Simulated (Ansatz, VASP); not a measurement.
**Two plane-wave programs on Mg**

```
CELL_PARAMETERS angstrom
3.14661 0.00000 0.00000
-1.57331 2.72505 0.00000
0.00000 0.00000 5.03889
ATOMIC_POSITIONS crystal
Mg 0.33333 0.66667 0.25000
Mg 0.66667 0.33333 0.75000
```

Alike in both runs: functional LDA; k mesh 15 × 15 × 8; occupations gaussian, width 0.1 eV; no spin polarisation.

Ansatz relaxed the structure, and its values are those at the end. VASP's run is a single point on that final structure, the one shown.

|  | VASP | Ansatz |
| --- | --- | --- |
| version | VASP 6.6.1 | Ansatz 0.2.0 |
| potentials or method | VASP PAW LDA potentials, release 64 (Mg) | scalar-relativistic, plane waves, PAW |
| plane-wave cutoff (eV) | 520 | 420 |
| valence electrons in the cell | 4 | 20 |

VASP gave:

| Quantity | Value |
| --- | --- |
| gap on the k mesh at the Fermi level (eV) | none |
| pressure (GPa) | -0.3 |

Problem. Which values does Ansatz return?

Solution. gap on the k mesh at the Fermi level (eV): none; pressure (GPa): 0.0.

A gap of «none» marks a metal or a gap that the smearing closes. The two sets of potentials don't hold the same shells in valence.
